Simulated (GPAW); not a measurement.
The system is Te.

```
CELL_PARAMETERS angstrom
4.45400 0.00000 0.00000
-2.22700 3.85728 0.00000
0.00000 0.00000 5.92400
ATOMIC_POSITIONS crystal
Te 0.73100 0.73100 0.00000
Te 0.00000 0.26900 0.66667
Te 0.26900 0.00000 0.33333
```

Base run:

| Property | Result |
| --- | --- |
| Program | GPAW 26.7.0 |
| Functional | GLLB-SC |
| Potentials or basis | the program's PAW data sets (release 1.2.1) made for this functional |
| Cutoff | 400 eV |
| Basis | pw |
| k mesh | 6 × 6 × 4 |
| Occupations | fermi-dirac, width 0.001 eV |
| Spin | no spin polarisation |

Its results: band gap on the k mesh, kohn-sham part alone 0.30 eV, direct.

The run is repeated on the same cell with these changes: functional from GLLB-SC to PBE; potentials or basis from the program's PAW data sets (release 1.2.1) made for this functional to GPAW PAW data sets (gpaw-data 1.2.1). What comes out?

Band gap on the k mesh 0.17 eV, direct.

Caveats: with so narrow a direct gap the onset needs a denser k mesh; the long-wavelength limit can be off by a per cent or two; spin-orbit coupling is left out, which moves the levels of the heavy elements; an odd mesh through Γ misses points on the zone boundary, where band edges often lie; a model potential gives levels but no total energy (some runs); response on these states lacks terms of the Hamiltonian (some runs).
